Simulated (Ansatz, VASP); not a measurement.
Two plane-wave programs on Ca

File INCAR:

```
AGGAC = 1.0
AGGAX = 1.0
ALDAC = 0.0
ALDAX = 1.0
ALGO = Normal
EDIFF = 1E-7
EDIFFG = -0.005
ENCUT = 600
GGA = B5
IBRION = 2
ISIF = 3
ISMEAR = -1
IVDW = 12
LASPH = T
LCHARG = F
LREAL = F
LWAVE = F
NELM = 60
NSW = 40
PREC = Accurate
SIGMA = 0.05
VDW_A1 = 0.4298
VDW_A2 = 4.2359
VDW_S6 = 1.0
VDW_S8 = 2.6996
```

File KPOINTS:

```
k-points
0
Gamma
  8 8 8
```

The input POSCAR:

```
Ca
1.0
   -2.2400000000      2.2400000000      2.2400000000
    2.2400000000     -2.2400000000      2.2400000000
    2.2400000000      2.2400000000     -2.2400000000
Ca
1
Direct
    0.0000000000      0.0000000000      0.0000000000
```

The input input.yaml:

```yaml
crystal:
  lattice:
    - [-2.24, 2.24, 2.24]
    - [2.24, -2.24, 2.24]
    - [2.24, 2.24, -2.24]
  atoms:
    - { symbol: Ca, position: [0.0, 0.0, 0.0] }
hamiltonian:
  xc: blyp
  pseudopotentials: { kind: paw }
  dispersion: d3bj
kpoints:
  mp_grid: { grid: [8, 8, 8] }
scf:
  occupations: { method: fermi_dirac, width: 0.05 }
output:
  forces: true
  stress: true
  eigenvalues: true
  write_density: true
  write_potential: true
  elf: true
  volumetric_format: npy
relax:
  f_tol: 0.01
  max_steps: 40
  cell: { stress_tol: 0.05 }
```

This isn't the form of Ca at room conditions, which is fcc.

Alike in both runs: task relaxation of cell and atoms; functional BLYP; dispersion D3(BJ); k mesh 8 × 8 × 8; occupations fermi-dirac, width 0.05 eV; no spin polarisation.

|  | VASP | Ansatz |
| --- | --- | --- |
| version | VASP 6.6.1 | Ansatz 0.2.0 |
| potentials or method | VASP PAW PBE potentials, release 64 (Ca_sv) | Ansatz PAW |
| plane-wave cutoff (eV) | 600 | 420 |
| valence electrons in the cell | 10 | 10 |

```tsv
	VASP	Ansatz	Ansatz less VASP
gap on the k mesh at the Fermi level, each at its own relaxed structure (eV)	none	none	-
relaxed volume (Å³/atom)	36.98	36.94	-0.033
relaxed cell length with the largest relative difference (Å)	3.635	3.634	-0.0011
energy change over the relaxation (meV/atom)	-75	-76	-1.8
```

A gap of «none» marks a metal or a gap that the smearing closes.

Caveats: the volume moved by over 15 % at a fixed basis, so the end points are rough; pairwise dispersion overbinds metals, which lowers pressure and volume; the PAW data sets were made with another functional, which shifts forces and pressure a little (VASP); the plane-wave basis is chosen anew once the cell has moved, so the energies of steps on either side of that aren't comparable (Ansatz); the PAW data sets come from PBE, with cores solved anew for the run's functional, which leaves a small shift of forces and pressure (Ansatz).
